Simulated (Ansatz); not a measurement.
Molecular dynamics on a 1×1×1 supercell (4 atoms) of ZnSnN2 (ordering on rocksalt), relaxed with r2SCAN. Forces come from PBE in the plane-wave code Ansatz: a Langevin thermostat at fixed volume, 1700 K, steps of 2 fs. Classical nuclei, no spin polarisation; a few dozen steps show the first response, not equilibrium. The structure comes from a prototype and may be hypothetical.

```yaml
crystal:
  lattice:
    - [1.5836871722, 0.9143422152, 5.1498174729]
    - [-1.5836871722, 0.9143422152, 5.1498174729]
    - [0.0, -1.8286844304, 5.1498174729]
  atoms:
    - { symbol: Zn, position: [1.0, 0.0, 0.0] }
    - { symbol: Sn, position: [0.5, 0.5, 0.5] }
    - { symbol: "N", position: [0.2464698153, 0.2464698153, 0.2464698153] }
    - { symbol: "N", position: [0.7535301847, 0.7535301847, 0.7535301847] }
kpoints:
  mp_grid: { grid: [6, 6, 6] }
hamiltonian:
  xc: pbe
scf:
  occupations: { method: fermi_dirac, width: 0.146 }
md:
  ensemble: nvt_langevin
  temperature: 1700
  timestep: 2.0
  n_steps: 20
  initial_velocities: maxwell_boltzmann
  seed: 6234
```

Command: `ansatz run input.yaml --threads 4 --pin off --max-ram 3686MiB --backend cpu --events-out ev --progress --plain --runs-dir out`.

Task: It ran on 4 threads of Arm Neoverse V1, with other jobs on the host, load about 0.9 per core. About how long did it take, and how much host memory at the peak?

Result: About 56 s, with a peak of 0.51 GiB.

```tsv
step	t (fs)	T (K)	free energy F from step 0 (meV/atom)	kinetic energy (meV/atom)	largest force (eV/Å)
0	0	1275	0.0	164.8	0.19
1	2	1619	1.1	209.2	0.29
2	4	1556	7.2	201.2	0.55
3	6	1309	17.4	169.3	0.79
4	8	948	29.3	122.5	0.97
5	10	719	40.8	92.9	1.05
6	12	701	51.9	90.6	1.11
7	14	400	62.9	51.6	1.24
8	16	284	71.8	36.7	1.34
9	18	288	76.9	37.2	1.37
10	20	334	79.0	43.1	1.35
11	22	368	78.4	47.6	1.33
12	24	348	77.2	45.0	1.37
13	26	415	76.3	53.6	1.40
14	28	629	74.7	81.3	1.44
15	30	774	74.3	100.1	1.50
16	32	869	74.3	112.3	1.55
17	34	1037	70.6	134.0	1.59
18	36	1137	65.3	146.9	1.69
19	38	1296	61.2	167.6	1.81
20	40	1208	58.4	156.1	1.90
```

The temperature starts at 1275 K, is lowest at step 8 (284 K, 16 fs) and ends at 1208 K. The thermostat hasn't had time to restore it. The atoms start on their lattice sites with kinetic energy alone, so much of it first passes into potential energy. The first value is 3/4 of the setting, since velocities are drawn without the motion of the centre of mass and T is counted over all atoms. By the last step the atoms have moved 0.15 Å in the root mean square, the drift of the whole cell taken out, 0.19 Å at most.

Positions (Å) and forces (eV/Å) at step 20:
```
Zn   1.720   0.999   5.131    -0.059  -0.523  -0.047
Sn  -0.026  -0.106   7.697    -0.003   0.958   1.640
N    0.032  -0.102   3.900    -0.165   0.329  -1.005
N   -0.053   0.185  11.645     0.227  -0.764  -0.588
```
